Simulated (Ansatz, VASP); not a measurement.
One calculation of LiCl, two programs

```
Li Cl
1.0
     0.00000    2.56476    2.56476
     2.66735    0.00000    2.56476
     2.66735    2.56476    0.00000
Li Cl
1 1
Direct
  0.00000 0.00000 0.00000
  0.50000 0.50000 0.50000
```

Change from the starting cell: strain +0.0400 x Voigt [1, 0, 0, 0, 0, 0], atoms carried along.

Alike in both runs: task single point; functional PBE; k mesh 8 × 8 × 8; occupations gaussian, width 0.05 eV; no spin polarisation.

```csv
,VASP,Ansatz
version,VASP 6.6.1,Ansatz 0.2.0
potentials or method,"VASP PAW PBE potentials, release 64 (Li_sv, Cl)","scalar-relativistic, plane waves, PAW"
plane-wave cutoff (eV),520,420
valence electrons in the cell,10,10
```

|  | VASP | Ansatz | Ansatz less VASP |
| --- | --- | --- | --- |
| gap on the k mesh at the Fermi level (eV) | 6.06 | 6.05 | -0.012 |
| least direct gap on the mesh (eV) | 6.06 | 6.05 | -0.012 |

With one functional, cell and mesh, what is left measures potentials, basis and numerics.

 A k mesh can miss the band edges.
